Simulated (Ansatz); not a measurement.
# CdS (Hawleyite): the cost of one run

Program: Ansatz 0.2.0. Level of theory: DFT PBEsol, scalar-relativistic, plane waves, PAW. These are calculated values, not measurements.

That is the level of the relaxation; later steps name their own.

## (1) The structure to begin with

Symmetry: F-43m, No. 216, cubic system. Conventional cell: a = 5.833 Å, b = 5.833 Å, c = 5.833 Å, α = 90.00°, β = 90.00°, γ = 90.00°. Cd (site symmetry -43m) has 4 S at 2.53 Å as nearest neighbours. S (site symmetry -43m) is surrounded by 4 Cd at 2.53 Å.

Structure file:

```
Cd S
1.0
     0.00000    2.91650    2.91650
     2.91650    0.00000    2.91650
     2.91650    2.91650    0.00000
Cd S
1 1
Direct
  0.00000 0.00000 0.00000
  0.25000 0.25000 0.25000
```

The structure comes from the Crystallography Open Database.

(A quick probe on a coarse mesh, which set the mesh and smearing, is not shown.)

## (3) Relaxing cell and atoms

Contents of input.yaml:

```yaml
crystal:
  lattice:
    - [0.0, 2.9165, 2.9165]
    - [2.9165, 0.0, 2.9165]
    - [2.9165, 2.9165, 0.0]
  atoms:
    - { symbol: Cd, position: [0.0, 0.0, 0.0] }
    - { symbol: S, position: [0.25, 0.25, 0.25] }
basis:
  ecutwfc: 420
kpoints:
  mp_grid: { grid: [8, 8, 8] }
hamiltonian:
  xc: pbesol
scf:
  occupations: { method: gaussian, width: 0.02 }
output:
  forces: true
  stress: true
  eigenvalues: true
  write_density: true
  write_potential: true
  elf: true
  volumetric_format: npy
relax:
  adjacent_minimum: "off"
  f_tol: 0.005
  max_steps: 80
  cell: { stress_tol: 0.05 }
```

Started as:

```sh
$ ansatz run input.yaml --threads 2 --pin off --max-ram 5120MiB --backend cpu --events-out ev --progress --plain --runs-dir out
```

**Question.** How long does this run take on 2 threads of AMD EPYC, shared host, and how much memory does it need?

About 8.2 s, with a peak of 0.4 GiB.
